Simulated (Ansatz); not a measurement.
# AlP: further runs on the relaxed cell, part 3 of 3

The task, for AlP: see whether it has a gap, which orbitals make up the states near it and how charge is shared and relax it again with other functionals.

Ansatz 0.2.0; DFT PBE, scalar-relativistic, plane waves, PAW. Steps at another level of theory say so in their titles or inputs.

## (5) Relaxing with PBE+D3(BJ)

The COD entry's cell or inner coordinates are ideal or old and differ from later refinements, so a difference from it is no clean test against experiment.

File input.yaml:

```yaml
crystal:
  lattice:
    - [0.0, 2.7534005752, 2.7534005752]
    - [2.7534005752, 0.0, 2.7534005752]
    - [2.7534005752, 2.7534005752, 0.0]
  atoms:
    - { symbol: Al, position: [0.0, 0.0, 0.0] }
    - { symbol: P, position: [0.25, 0.25, 0.25] }
basis:
  ecutwfc: 420
kpoints:
  mp_grid: { grid: [8, 8, 8] }
hamiltonian:
  xc: pbe
  dispersion: d3bj
scf:
  occupations: { method: gaussian, width: 0.02 }
output:
  forces: true
  stress: true
  eigenvalues: true
relax:
  adjacent_minimum: "off"
  f_tol: 0.005
  max_steps: 50
  cell: { stress_tol: 0.05 }
```

Started as:

```sh
> ansatz run input.yaml --threads 1 --pin off --max-ram 2560MiB --backend cpu --events-out ev --progress --plain --runs-dir out
```

The log of the run:

```text
Warning: RAYON_NUM_THREADS=1 ignored (pool sized by the plan → 1); use --threads N
Engine: ansatz 0.2.0, aarch64-unknown-linux-gnu
Pseudopotentials: kind: paw
Pseudopotential: Al, paw, valence charge 3, recommended cutoff 420 eV (normal), Al.paw.azcp
Pseudopotential: P, paw, valence charge 5, recommended cutoff 420 eV (normal), P.paw.azcp
Functional definition: PBE
  parameter kappa = 0.804
  parameter beta = 0.06672455060314922
  exchange = pbe_x(kappa = kappa, mu = beta*pi^2/3)
  correlation = pbe_c(beta = beta)
Crystal: 2 atoms, lattice volume = 41.748 Å³
Basis set: ecut = 420 eV, 869 PW (Γ), exchange–correlation on 54×54×54 points (8 copies of the dense FFT grid, shifted against one another)
Bands: 8, of which v1, the nominal top of the filled ones, is band 4 counted from 1 (3 counted from 0)
Symmetry: 24 space group operations
Space group: F-43m (ITA 216), of the structure as read, at distance tolerance 3.5e-5 Å
k-points: 29 of 512 (time reversal used)
Non-local potential: Al, projectors of the file, l = 0: 2, l = 1: 2, l = 2: 1
Non-local potential: P, projectors of the file, l = 0: 2, l = 1: 2, l = 2: 2
PAW form: soft (Blöchl's): semilocal exchange-correlation on the pseudo side does not see the compensation charge
PAW one-centre angular grid: Al, 110 points (default); XC on 64 Gauss nodes
PAW one-centre angular grid: P, 110 points (default); XC on 64 Gauss nodes
Initial density: superposition of atomic densities (neutral atoms: chi_scale 0, normalization atom), corrected by the library's trained network
Initial wavefunctions: pseudopotential atomic-orbital guess
Functional: x = pbe(κ = 0.804, μ = 0.2195149727645171), c = pbe(β = 0.06672455060314922)
SCF iter   1: F=—  HF=-1295.042641 eV  |F-HF|=—  |Δ(HF+E_count)|=         —  Δρ=1.34e-3  dr2=1.27e-3  ethr=1.77e-3  ⟨swp⟩=6.3  Hψ=2225  notcnv=0
preconditioner: auto → none  [insulator: Δε(μ)=1.614 eV  Ē_g=9.847 eV  σ=0.020 eV  W_gap=1.00  n_scr=8 (ndim 8)  ℏωp=16.3 eV  f_vac=0.000  D(μ)=0.00/eV (n_scr^D=0)  ε∞_Penn≈3.7]
SCF iter   2: F=—  HF=-1295.042431 eV  |F-HF|=—  |Δ(HF+E_count)|=   2.10e-4  Δρ=3.94e-4  dr2=5.28e-5  ethr=1.59e-5  ⟨swp⟩=2.3  Hψ=678  notcnv=0
SCF iter   3: F=—  HF=-1295.042482 eV  |F-HF|=—  |Δ(HF+E_count)|=   5.10e-5  Δρ=1.65e-4  dr2=8.05e-6  ethr=6.61e-7  ⟨swp⟩=2.1  Hψ=328  notcnv=0
iter 4 did not close the SCF: its close was put off for the readings that it lacked (scf_convergence_deferred on its scf_iter line)
SCF iter   4: F=-1295.042493 eV  HF=-1295.042493 eV  |F-HF|=1.06e-8  |Δ(HF+E_count)|=   1.15e-5  Δρ=9.71e-6  dr2=5.09e-8  ethr=1.01e-7  ⟨swp⟩=2.8  Hψ=366  notcnv=0
iter 5 did not close the SCF: its close was put off for the readings that it lacked (scf_convergence_deferred on its scf_iter line)
SCF iter   5: F=-1295.042493 eV  HF=-1295.042493 eV  |F-HF|=5.59e-9  |Δ(HF+E_count)|=   1.17e-8  Δρ=3.73e-6  dr2=8.63e-9  ethr=6.36e-10  ⟨swp⟩=2.1  Hψ=358  notcnv=0
SCF iter   6: F=-1295.042493 eV  HF=-1295.042493 eV  |F-HF|=1.02e-11  |Δ(HF+E_count)|=   2.03e-9  Δρ=5.11e-7  dr2=7.89e-11  ethr=1.08e-10  ⟨swp⟩=3.5  Hψ=1294  notcnv=0
SCF 1 converged in 6 iterations: F = -1295.042493 eV  dr2 = 7.89e-11
relax step   1: F+E_penalty+E_count = -1295.04249318 eV  Δ(F+E_penalty+E_count) = +0.000e0 eV  max|allowed force component| = 2.035e-16 eV/Å  Δτ_max = 0.0000 Å  P = -2.487 GPa  Ω = 41.748 Å³  (6 SCF iters, dr2 threshold 1.00e-7 eV, accepted)
Crystal: 2 atoms, lattice volume = 40.806 Å³
Basis set: ecut = 420 eV, 821 PW (Γ), exchange–correlation on 54×54×54 points (8 copies of the dense FFT grid, shifted against one another)
Initial density: handed on by an earlier stage of this run
Initial wavefunctions: those handed on with the density
iter 1 solved again at ethr=1.25e-5 eV; its pass at ethr=3.10e-3 eV (dr2=9.96e-4 eV) is discarded
SCF iter   1: F=—  HF=-1295.052179 eV  |F-HF|=—  |Δ(HF+E_count)|=         —  Δρ=1.23e-3  dr2=1.02e-3  ethr=1.25e-5  ⟨swp⟩=2.2  Hψ=2360  notcnv=0
preconditioner: auto → none  [insulator: Δε(μ)=1.602 eV  Ē_g=9.971 eV  σ=0.020 eV  W_gap=1.00  n_scr=8 (ndim 8)  ℏωp=16.4 eV  f_vac=0.000  D(μ)=0.00/eV (n_scr^D=0)  ε∞_Penn≈3.7]
SCF iter   2: F=—  HF=-1295.051882 eV  |F-HF|=—  |Δ(HF+E_count)|=   2.97e-4  Δρ=4.47e-4  dr2=8.97e-5  ethr=1.25e-5  ⟨swp⟩=2.2  Hψ=350  notcnv=0
SCF iter   3: F=—  HF=-1295.051873 eV  |F-HF|=—  |Δ(HF+E_count)|=   8.32e-6  Δρ=1.23e-4  dr2=8.14e-6  ethr=1.12e-6  ⟨swp⟩=2.0  Hψ=322  notcnv=0
SCF iter   4: F=—  HF=-1295.051874 eV  |F-HF|=—  |Δ(HF+E_count)|=   6.37e-7  Δρ=2.79e-5  dr2=2.27e-7  ethr=1.02e-7  ⟨swp⟩=2.7  Hψ=362  notcnv=0
SCF iter   5: F=-1295.051874 eV  HF=-1295.051874 eV  |F-HF|=1.91e-9  |Δ(HF+E_count)|=   2.19e-7  Δρ=1.77e-6  dr2=1.20e-9  ethr=2.50e-9  ⟨swp⟩=6.8  Hψ=1355  notcnv=0
SCF 2 converged in 5 iterations: F = -1295.051874 eV  dr2 = 1.20e-9
relax step   2: F+E_penalty+E_count = -1295.05187411 eV  Δ(F+E_penalty+E_count) = -9.381e-3 eV  max|allowed force component| = 2.544e-17 eV/Å  Δτ_max = 0.0000 Å  P = -0.604 GPa  Ω = 40.806 Å³  energy of the carried Pulay correction = +1.776e-4 eV  (5 SCF iters, dr2 threshold 2.00e-7 eV, accepted)
Crystal: 2 atoms, lattice volume = 40.512 Å³
Basis set: ecut = 420 eV, 749 PW (Γ), exchange–correlation on 54×54×54 points (8 copies of the dense FFT grid, shifted against one another)
iter 1 solved again at ethr=1.30e-6 eV; its pass at ethr=3.10e-3 eV (dr2=1.04e-4 eV) is discarded
SCF iter   1: F=—  HF=-1295.052484 eV  |F-HF|=—  |Δ(HF+E_count)|=         —  Δρ=3.95e-4  dr2=1.05e-4  ethr=1.30e-6  ⟨swp⟩=2.2  Hψ=2227  notcnv=0
preconditioner: auto → none  [insulator: Δε(μ)=1.577 eV  Ē_g=10.002 eV  σ=0.020 eV  W_gap=1.00  n_scr=8 (ndim 8)  ℏωp=16.5 eV  f_vac=0.000  D(μ)=0.00/eV (n_scr^D=0)  ε∞_Penn≈3.7]
SCF iter   2: F=—  HF=-1295.052462 eV  |F-HF|=—  |Δ(HF+E_count)|=   2.11e-5  Δρ=1.42e-4  dr2=9.08e-6  ethr=1.30e-6  ⟨swp⟩=2.1  Hψ=347  notcnv=0
SCF iter   3: F=—  HF=-1295.052461 eV  |F-HF|=—  |Δ(HF+E_count)|=   1.47e-6  Δρ=3.92e-5  dr2=8.01e-7  ethr=1.14e-7  ⟨swp⟩=2.1  Hψ=323  notcnv=0
SCF iter   4: F=-1295.052461 eV  HF=-1295.052461 eV  |F-HF|=1.90e-8  |Δ(HF+E_count)|=   9.23e-8  Δρ=8.77e-6  dr2=2.20e-8  ethr=2.50e-9  ⟨swp⟩=6.9  Hψ=1366  notcnv=0
SCF 3 converged in 4 iterations: F = -1295.052461 eV  dr2 = 2.20e-8
relax step   3: F+E_penalty+E_count = -1295.05246107 eV  Δ(F+E_penalty+E_count) = -5.870e-4 eV  max|allowed force component| = 6.823e-17 eV/Å  Δτ_max = 0.0000 Å  P = +0.029 GPa  Ω = 40.512 Å³  energy of the carried Pulay correction = +2.337e-4 eV  (4 SCF iters, dr2 threshold 2.00e-7 eV, accepted)
Initial wavefunctions: pseudopotential atomic-orbital guess (no wavefunctions were taken with the density)
iter 1 solved again at ethr=1.51e-7 eV; its pass at ethr=3.10e-3 eV (dr2=1.21e-5 eV) is discarded
SCF iter   1: F=—  HF=-1295.052251 eV  |F-HF|=—  |Δ(HF+E_count)|=         —  Δρ=2.03e-5  dr2=3.58e-8  ethr=1.51e-7  ⟨swp⟩=3.2  Hψ=3001  notcnv=0
preconditioner: auto → none  [insulator: Δε(μ)=1.573 eV  Ē_g=10.000 eV  σ=0.020 eV  W_gap=1.00  n_scr=8 (ndim 8)  ℏωp=16.5 eV  f_vac=0.000  D(μ)=0.00/eV (n_scr^D=0)  ε∞_Penn≈3.7]
SCF iter   2: F=—  HF=-1295.052259 eV  |F-HF|=—  |Δ(HF+E_count)|=   8.03e-6  Δρ=1.01e-5  dr2=9.95e-9  ethr=4.48e-10  ⟨swp⟩=2.4  Hψ=372  notcnv=0
SCF iter   3: F=—  HF=-1295.052259 eV  |F-HF|=—  |Δ(HF+E_count)|=   8.12e-8  Δρ=2.14e-6  dr2=2.83e-9  ethr=1.24e-10  ⟨swp⟩=2.0  Hψ=363  notcnv=0
SCF iter   4: F=—  HF=-1295.052259 eV  |F-HF|=—  |Δ(HF+E_count)|=  7.97e-10  Δρ=7.34e-7  dr2=3.35e-10  ethr=3.54e-11  ⟨swp⟩=2.1  Hψ=332  notcnv=0
SCF iter   5: F=-1295.052259 eV  HF=-1295.052259 eV  |F-HF|=9.09e-13  |Δ(HF+E_count)|=  6.14e-11  Δρ=1.17e-7  dr2=5.88e-12  ethr=1.00e-12  ⟨swp⟩=5.7  Hψ=1398  notcnv=0
SCF 4 converged in 5 iterations: F = -1295.052259 eV  dr2 = 5.88e-12
relax step   4: F+E_penalty+E_count = -1295.05225914 eV  Δ(F+E_penalty+E_count) = +2.019e-4 eV  max|allowed force component| = 7.055e-17 eV/Å  Δτ_max = 0.0000 Å  P = +0.020 GPa  Ω = 40.512 Å³  stress off target by 2.01e-2 GPa  SCF on the basis re-selected at this cell (its energy is not comparable with the rows above)  (5 SCF iters)
basis re-selected at this cell: Δ(F+E_penalty+E_count) = +2.019e-4 eV, ΔP = -0.009 GPa vs the last step (what re-selecting the basis moved, of the pressure what is left beyond the Pulay correction that the steps carried, after the strain that the cell walked since its last selection, with what the two solves' SCF thresholds leave and, on support functions, any second-order correction that the steps lacked; it is no measure of the basis error at this ecutwfc). This SCF's stress stands 2.01e-2 GPa from its target on what of the cell is left free (relax.cell.stress_tol is 5.00e-2 GPa) and its largest allowed force component is 7.05e-17 eV/Å (relax.f_tol is 5.00e-3 eV/Å): within both
SCF converged after 5 iterations
Free energy (F): -1295.052259 eV
Harris-Foulkes:  -1295.052259 eV  (|F-HF|=9.09e-13)
Internal energy: -1295.052259 eV  (E = F + TS)
E sigma→0 (E₀):  -1295.052259 eV
Fermi energy:    5.874135 eV
--- Per-component energies (eV) ---
  E_band       = 5.098176
  E_kinetic    = 94.088068
  E_local      = -81.884682  (includes V_loc(G=0)·N_el)
  E_nonlocal   = 44.710245
  E_hartree    = 24.899864
  E_xc         = -101.663432
  E_vxc        = -90.220473  (∫ρ·V_xc dr)
  E_paw        = -1036.948515  (= ΣΔE_a)
  E_vpaw       = -11.394724  (= ΣTr[D̂ρ^β])
  E_aug_tail   = 0.000001  (compensation charges beyond the density's cutoff)
  E_ewald      = -237.634536
  E_disp       = -0.619273  (pairwise vdW)
  E_smearing   = -0.000000  (= −TS)
  E_closure    = -0.000000  (closes the sum)
  Σ components = -1295.052259   (vs F -1295.052259, Δ=0.00e0)
--- Forces (eV/Å), atoms counted from 1 ---
  atom   1  Al    -0.00000000    -0.00000000    -0.00000000
  atom   2  P      0.00000000     0.00000000     0.00000000
  max |Σ_I F_I| component: 6.25e-17 eV/Å
--- Stress (GPa, compression-positive) ---
        0.020130      -0.000000       0.000000
       -0.000000       0.020130      -0.000000
        0.000000       0.000000       0.020130
  P = ⅓ Tr σ = 0.0201 GPa (0.201 kbar)
--- Band table (eV; the first three rows and the last of 29) ---
  k-point 0: bands = ["-6.4375", "5.0878", "5.0878", "5.0878", "8.4336", "9.6575", "9.6575", "9.6575"]
  k-point 1: bands = ["-6.2644", "3.8653", "4.9395", "4.9395", "8.8309", "9.9408", "9.9408", "10.2000"]
  k-point 2: bands = ["-5.7770", "1.9099", "4.6450", "4.6450", "8.4376", "10.2430", "10.2430", "12.0525"]
  k-point 28: bands = ["-4.0318", "0.1630", "1.9040", "2.2656", "9.4078", "11.0491", "11.2264", "11.4831"]
--- Relaxed structure (3 steps of the walk, 3 accepted, 1 SCFs on fresh bases) ---
  F+E_penalty+E_count = -1295.05225914 eV   max|allowed force component| = 7.055e-17 eV/Å   (the final SCF, on the basis selected at the relaxed cell)
  cell:  # Å, volume = 40.5121 Å³
    - [1.528611609868675e-34, 2.725951643740839, 2.725951643740839]
    - [2.7259516437408395, 4.8151265710863316e-33, 2.725951643740839]
    - [2.7259516437408395, 2.725951643740839, 5.375617494704847e-33]
  atoms:
    - { symbol: Al, position: [-6.539345914710352e-34, -2.8051790274801976e-35, 1.0503027449643421e-33] }
    - { symbol: P, position: [0.24999999999999994, 0.25, 0.25] }
```

It took 7.1 s on 1 thread of an Arm CPU, shared host; peak memory 0.29 GiB.

The steps of the relaxation:

| step | E - E(step 1) (eV/cell) | largest force component (eV/Å) | pressure (GPa) | volume (Å³) |
| --- | --- | --- | --- | --- |
| 1 | 0.0000 | 0.0000 | -2.49 | 41.75 |
| 2 | -0.0094 | 0.0000 | -0.60 | 40.81 |
| 3 | -0.0100 | 0.0000 | 0.03 | 40.51 |
| 4 | -0.0098 | 0.0000 | 0.02 | 40.51 |

Step 1 is the start. Step 4 repeats the geometry before it on a plane-wave basis chosen anew for that cell, so its energy need not be comparable with the rows above.

Lengths and angles in the start's conventional setting:

|  | before | after | change |
| --- | --- | --- | --- |
| a (Å) | 5.507 | 5.452 | -1.0 % |
| b (Å) | 5.507 | 5.452 | -1.0 % |
| c (Å) | 5.507 | 5.452 | -1.0 % |
| volume (Å³/atom) | 20.87 | 20.26 | -3.0 % |
| shortest distance (Å) | 2.385 | 2.361 | -1.0 % |
| space group (0.01 Å) | F-43m | F-43m | same |

The run keeps the 24 symmetry operations of the start, so it could not have lowered the symmetry.

## (6) One structure, several functionals

Lengths are those of the vectors of the cell that was run.

```csv
functional,a (Å),b (Å),c (Å),volume (Å³/atom),against the listed cell,gap on the mesh (eV)
PBE,3.894,3.894,3.894,20.87,+3.1 %,1.63
PBEsol,3.868,3.868,3.868,20.46,+1.1 %,1.45
LDA,3.843,3.843,3.843,20.06,-0.9 %,1.42
PBE+D3(BJ),3.855,3.855,3.855,20.26,+0.0 %,1.57
```

## (7) What came out

The summary covers parts 1 to 3.

| quantity | value |
| --- | --- |
| gap | 1.63 eV, indirect on the path |
| Bader charges | Al +2.09, P -2.09 e |

What this shows: It has a gap of 1.63 eV, with the valence top at Γ and the conduction bottom at X on the path. Of the projected weight, the top eV of the valence band is P 3p (81 %), and the lowest eV of the conduction band Al 3p (60 %) and P 3s (20 %). A measured gap of AlP is 2.505 eV (indirect; 4.2 K; a printed reference work, data compilation); the calculated 1.63 eV misses it by -0.87 eV. It is a Kohn-Sham gap, without temperature or zero-point motion. Semilocal functionals usually fall short of measured gaps. By Bader's charges (2.1 e at most) the bonding is polar. The volumes rise in the order LDA, PBE+D3(BJ), PBEsol, PBE, over 4.1 %. PBE+D3(BJ) comes nearest to the reported cell (+0.0 %). Measured lattice constant a of AlP: 5.4635 Å (298 K; a printed reference work, textbook). This calculation gives 5.470 Å (+0.1 %). That is the cell relaxed with PBEsol. The calculation is for a static lattice.
